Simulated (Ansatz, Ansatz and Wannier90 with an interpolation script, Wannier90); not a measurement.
# AlN (F-43m): quasiparticle bands by Wannier interpolation, part 2 of 3

G0W0 gives levels on a mesh alone; what do the bands of AlN (F-43m) look like between the points?

Ansatz 0.2.0; LDA, Wannier functions and G0W0, plane waves, PAW. Known limits of the many-body steps: not at the basis limit.

So far. Step 2 (LDA bands): The gap is indirect, with the least direct gap 0.99 eV higher.

## 4. Wannier functions by Wannier90 (Al:3s Al:3p N:2p) on 10×10×10

Localised functions give a small Hamiltonian that interpolates between mesh points at no cost.

This step: maximally localised Wannier functions from the overlaps of LDA states (plane waves, PAW).

File w.win:

```
num_iter = 1200
conv_tol = 1.0e-8
conv_window = 5
dis_num_iter = 4000
dis_conv_tol = 1.0e-8
dis_mix_ratio = 0.7
write_hr = true
use_ws_distance = false
num_print_cycles = 50
! ansatz wannier90 interface
! projections by site (counted from 0) and shell: 0 3S, 0 3P, 1 2P
! states of the run's bands (counted from 1): 1-13
num_bands = 13
num_wann  = 7
dis_win_min = 0.63
dis_win_max = 26.9
dis_froz_min = 0.63
dis_froz_max = 12.92
guiding_centres = true

begin unit_cell_cart
Ang
                      0.0               2.18399356               2.18399356
               2.18399356                      0.0               2.18399356
               2.18399356               2.18399356                      0.0
end unit_cell_cart

begin atoms_frac
Al                       0.0                      0.0                      0.0
N                       0.25                     0.25                     0.25
end atoms_frac

mp_grid = 10 10 10

[... the mesh's points ...]
```

On the command line:

```sh
OMP_NUM_THREADS=1 mpirun -n 8 wannier90.x w > wannier90.x.log
```

What it wrote:

```text
TEM
                                    ------

                              Lattice Vectors (Ang)
                    a_1     0.000000   2.183994   2.183994
                    a_2     2.183994   0.000000   2.183994
                    a_3     2.183994   2.183994   0.000000

                   Unit Cell Volume:      20.83455  (Ang^3)

                        Reciprocal-Space Vectors (Ang^-1)
                    b_1    -1.438462   1.438462   1.438462
                    b_2     1.438462  -1.438462   1.438462
                    b_3     1.438462   1.438462  -1.438462

 *----------------------------------------------------------------------------*
 |   Site       Fractional Coordinate          Cartesian Coordinate (Ang)     |
 +----------------------------------------------------------------------------+
 | al   1   0.00000   0.00000   0.00000   |    0.00000   0.00000   0.00000    |
 | n    1   0.25000   0.25000   0.25000   |    1.09200   1.09200   1.09200    |
 *----------------------------------------------------------------------------*
                                ------------
                                K-POINT GRID
                                ------------

             Grid size = 10 x 10 x 10      Total points = 1000

 *---------------------------------- MAIN ------------------------------------*
 |  Number of Wannier Functions               :                 7             |
 |  Number of Objective Wannier Functions     :                 7             |
 |  Number of input Bloch states              :                13             |
 |  Output verbosity (1=low, 5=high)          :                 1             |
 |  Timing Level (1=low, 5=high)              :                 1             |
 |  Optimisation (0=memory, 3=speed)          :                 3             |
 |  Length Unit                               :               Ang             |
 |  Post-processing setup (write *.nnkp)      :                 F             |
 |  Using Gamma-only branch of algorithms     :                 F             |
 *----------------------------------------------------------------------------*
 *------------------------------- WANNIERISE ---------------------------------*
 |  Total number of iterations                :              1200             |
 |  Number of CG steps before reset           :                 5             |
 |  Trial step length for line search         :             2.000             |
 |  Convergence tolerence                     :         0.100E-07             |
 |  Convergence window                        :                 5             |
 |  Iterations between writing output         :                50             |
 |  Iterations between backing up to disk     :               100             |
 |  Write r^2_nm to file                      :                 F             |
 |  Write xyz WF centres to file              :                 F             |
 |  Write on-site energies <0n|H|0n> to file  :                 F             |
 |  Use guiding centre to control phases      :                 T             |
 |  Use phases for initial projections        :                 F             |
 |  Iterations before starting guiding centres:                 0             |
 |  Iterations between using guiding centres  :                 1             |
 *----------------------------------------------------------------------------*
 *------------------------------- DISENTANGLE --------------------------------*
 |  Using band disentanglement                :                 T             |
 |  Total number of iterations                :              4000             |
 |  Mixing ratio                              :             0.700             |
 |  Convergence tolerence                     :         1.000E-08             |
 |  Convergence window                        :                 3             |
 *----------------------------------------------------------------------------*
 *-------------------------------- PLOTTING ----------------------------------*
 |  Plotting Hamiltonian in WF basis          :                 T             |
 *----------------------------------------------------------------------------*

 *---------------------------------- K-MESH ----------------------------------*
 +----------------------------------------------------------------------------+
 |                    Distance to Nearest-Neighbour Shells                    |
 |                    ------------------------------------                    |
 |          Shell             Distance (Ang^-1)          Multiplicity         |
 |          -----             -----------------          ------------         |
 |             1                   0.249149                      8            |
 |             2                   0.287692                      6            |
 |             3                   0.406859                     12            |
 |             4                   0.477084                     24            |
 |             5                   0.498298                      8            |
 |             6                   0.575385                      6            |
 |             7                   0.627011                     24            |
 |             8                   0.643300                     24            |
[...]
Reading projections from w.amn : ansatz wannier90 interface

 *------------------------------- DISENTANGLE --------------------------------*
 +----------------------------------------------------------------------------+
 |                              Energy  Windows                               |
 |                              ---------------                               |
 |                   Outer:    0.63000  to   26.90000  (eV)                   |
 |                   Inner:    0.63000  to   12.92000  (eV)                   |
 +----------------------------------------------------------------------------+
   Number of target bands to extract:    7

                   Unitarised projection of Wannier functions
                   ------------------------------------------
   A_mn = <psi_m|g_n> --> S = A.A^+ --> U = S^-1/2.A
   In dis_project... done
   Using an inner window (linner = T)
   In dis_proj_froz... done

                   Extraction of optimally-connected subspace
                   ------------------------------------------
 +---------------------------------------------------------------------+<-- DIS
 |  Iter     Omega_I(i-1)      Omega_I(i)      Delta (frac.)    Time   |<-- DIS
 +---------------------------------------------------------------------+<-- DIS
       1       8.83876399       8.41266180       5.065E-02      0.00    <-- DIS
       2       8.45612839       8.23357644       2.703E-02      0.00    <-- DIS
       3       8.26835176       8.11701160       1.864E-02      0.01    <-- DIS
      50       7.72851530       7.72847273       5.507E-06      0.18    <-- DIS
     100       7.72833460       7.72833327       1.716E-07      0.36    <-- DIS

             <<<      Delta < 1.000E-08  over  3 iterations     >>>
             <<< Disentanglement convergence criteria satisfied >>>

        Final Omega_I     7.72833296 (Ang^2)

 +----------------------------------------------------------------------------+

 Writing checkpoint file w.chk... done

 *------------------------------- WANNIERISE ---------------------------------*
 +--------------------------------------------------------------------+<-- CONV
 | Iter  Delta Spread     RMS Gradient      Spread (Ang^2)      Time  |<-- CONV
 +--------------------------------------------------------------------+<-- CONV

 ------------------------------------------------------------------------------
 Initial State
  WF centre and spread    1  (  0.000000,  0.000000, -0.000000 )     2.38270377
  WF centre and spread    2  ( -0.000000,  0.000000,  0.000000 )     2.50364663
  WF centre and spread    3  ( -0.000000, -0.000000, -0.000000 )     2.50364663
  WF centre and spread    4  ( -0.000000,  0.000000,  0.000000 )     2.50364663
  WF centre and spread    5  (  1.091997,  1.091997,  1.091997 )     0.92047623
  WF centre and spread    6  (  1.091997,  1.091997,  1.091997 )     0.92047623
  WF centre and spread    7  (  1.091997,  1.091997,  1.091997 )     0.92047623
  Sum of centres and spreads (  3.275990,  3.275990,  3.275990 )    12.65507236

      0     0.127E+02     0.0000000000       12.6550723578       0.54  <-- CONV
        O_D=      0.0603998 O_OD=      4.8663396 O_TOT=     12.6550724 <-- SPRD
 ------------------------------------------------------------------------------
 Cycle:      1
  WF centre and spread    1  (  0.000000,  0.000000, -0.000000 )     1.97871330
  WF centre and spread    2  ( -0.000000,  0.000000,  0.000000 )     2.39468607
  WF centre and spread    3  ( -0.000000,  0.000000, -0.000000 )     2.39468607
[...]
Sum of centres and spreads (  3.275990,  3.275990,  3.275990 )    11.81492131

      1    -0.840E+00     0.2155785816       11.8149213067       0.55  <-- CONV
        O_D=      0.0962720 O_OD=      3.9903164 O_TOT=     11.8149213 <-- SPRD
 Delta: O_D=  0.3587223E-01 O_OD= -0.8760233E+00 O_TOT= -0.8401511E+00 <-- DLTA
 ------------------------------------------------------------------------------
 Cycle:     50
[...]
Sum of centres and spreads (  3.275990,  3.275990,  3.275990 )    11.39905288

     50    -0.144E-07     0.0000827123       11.3990528795       0.97  <-- CONV
        O_D=      0.0564763 O_OD=      3.6142437 O_TOT=     11.3990529 <-- SPRD
 Delta: O_D= -0.2242470E-05 O_OD=  0.2228045E-05 O_TOT= -0.1442481E-07 <-- DLTA
 ------------------------------------------------------------------------------

             <<<     Delta < 1.000E-08  over  5 iterations     >>>
             <<< Wannierisation convergence criteria satisfied >>>

 Final State
[...]
WF centre and spread    3  ( -0.000000, -0.000000, -0.000000 )     2.32430975
  WF centre and spread    4  (  0.000000,  0.000000,  0.000000 )     2.32430975
  WF centre and spread    5  (  1.091997,  1.091997,  1.091997 )     0.84892710
  WF centre and spread    6  (  1.091997,  1.091997,  1.091997 )     0.84892710
  WF centre and spread    7  (  1.091997,  1.091997,  1.091997 )     0.84892710
  Sum of centres and spreads (  3.275990,  3.275990,  3.275990 )    11.39905285

         Spreads (Ang^2)       Omega I      =     7.728332955
        ================       Omega D      =     0.056474000
                               Omega OD     =     3.614245899
    Final Spread (Ang^2)       Omega Total  =    11.399052854
 ------------------------------------------------------------------------------

 Writing checkpoint file w.chk... done

 *---------------------------------------------------------------------------*
 |                               PLOTTING                                    |
 *---------------------------------------------------------------------------*

 *===========================================================================*
 |                             TIMING INFORMATION                            |
 *===========================================================================*
 |    Tag                                                Ncalls      Time (s)|
 |---------------------------------------------------------------------------|
 |kmesh: get                                        :         1         0.221|
 |overlap: read                                     :         1         0.760|
 |dis: main                                         :         1         0.547|
 |wann: main                                        :         1         0.493|
 |plot: main                                        :         1         0.079|
 *---------------------------------------------------------------------------*
 All done: wannier90 exiting
```

Wall time 3.3 s (8 MPI ranks of Arm Neoverse V2, shared host); 25 s of CPU time.

Numbers from this step:

```yaml
gauge_invariant_spread: 7.728 Å²
diagonal_spread: 0.05647 Å²
off_diagonal_spread: 3.614 Å²
total_spread: 11.40 Å²
disentanglement_steps: 140
r_m_s_interpolation_error: 0.003212 eV
r_m_s_error_near_the_gap: 0.004053 eV
```

Near the gap the model misses directly solved bands by 4.1 meV r.m.s. and by 24 meV at most in the window tested. This tests the starting bands, not the corrections carried with them.

Wannier functions, by row:

```tsv
function	x (Å)	y (Å)	z (Å)	spread (Å²)	nearest atom	distance (Å)
1	0	0	0	1.879	Al1	0
2	0	0	0	2.324	Al1	0
3	0	0	0	2.324	Al1	0
4	0	0	0	2.324	Al1	0
5	1.092	1.092	1.092	0.849	N2	0
6	1.092	1.092	1.092	0.849	N2	0
7	1.092	1.092	1.092	0.849	N2	0
```

Frozen up to 6.24 eV; above it the model need not follow the bands. The electronic bands at the labelled points (eV, zero at the valence-band top):

```tsv
point	band 2	band 3	band 4	band 5	band 6	band 7	band 8
Γ	0.00	0.00	0.00	4.23	12.49	12.49	12.49
halfway	-2.88	-0.99	-0.99	5.91	10.68	13.81	13.81
X	-4.95	-1.79	-1.79	3.24	12.09	15.48	15.48
halfway	-4.77	-2.49	-1.68	3.89	12.09	14.87	15.03
U	-4.29	-3.66	-1.38	5.05	11.75	13.82	14.01
jump to K	-4.29	-3.66	-1.38	5.05	11.75	13.82	14.01
halfway	-3.54	-1.52	-0.20	7.32	10.38	12.67	12.68
Γ	0.00	0.00	0.00	4.23	12.49	12.49	12.49
halfway	-3.26	-0.26	-0.26	6.46	11.00	12.68	12.68
L	-5.89	-0.48	-0.48	7.43	9.90	11.81	11.81
halfway	-5.18	-2.24	-1.13	7.05	9.75	12.67	13.59
W	-3.81	-3.47	-2.72	5.96	11.81	12.25	15.44
halfway	-4.60	-2.42	-2.31	4.49	12.16	13.72	15.39
X	-4.95	-1.79	-1.79	3.24	12.09	15.48	15.48
```

The same for Kohn-Sham, solved directly:

```tsv
point	band 2	band 3	band 4	band 5	band 6	band 7	band 8
Γ	0.00	0.00	0.00	4.23	12.36	12.36	12.36
X	-4.95	-1.79	-1.79	3.24	8.42	13.75	15.48
U	-4.29	-3.66	-1.38	5.08	9.93	12.88	13.97
K	-4.29	-3.66	-1.38	5.08	9.93	12.88	13.97
Γ	0.00	0.00	0.00	4.23	12.36	12.36	12.36
L	-5.89	-0.48	-0.48	7.27	9.77	10.97	10.97
W	-3.81	-3.47	-2.72	5.96	11.24	11.83	11.98
X	-4.95	-1.79	-1.79	3.24	8.42	13.75	15.48
```

The first set of electronic bands as a text plot (rows in eV, shown from -5.9 to 9.2 only):

```
    8.9 |                                          +++
    8.3 |
    7.7 |                    +++                ++++++
    7.0 |                   +   +            +++      +
    6.4 |    ++                  +          +          ++
    5.8 |   +  +           +      ++       +             +++
    5.1 |  +    +         +         +    ++                 ++
    4.5 |++      +      ++           ++++
    3.9 |         ++   +                                      +
    3.3 |           +++                                        ++
    2.6 |
    2.0 |
    1.4 |
    0.7 |
    0.1 |***                    ************
   -0.5 | *****              ***  ****  **  *********
   -1.2 |   *  ***       ****    *  *              *****
   -1.8 |         *******      ** **      *          *  *      **
   -2.4 |    **        *     **            *          ** ******
   -3.1 |      *        *   *    *          *           *  **
   -3.7 |       *        ***    *                        ***
   -4.3 |        ***    ********             *          *   **
   -4.9 |           ****                      *       **      ***
   -5.6 |                                      *******
         Γ           X  U|K            Γ         L        W     X
```

[end of part 2 of 3]

[Paths, hosts, dates, memory and timing lines, banners, echoed tables and standing remarks are left out of the program output.]

[Logs are printed without paths, hosts, clocks, repeated set-up lines and the standing remarks that a program may print on its own settings, such as how far it seeks lower states.]

[Runs of the session that timed out or met a known fault of the program may be left out.]

[Hosts, paths, dates, database ids (printed as entryN), source tags and the programs' standing remarks are cut or masked in the printed files.]
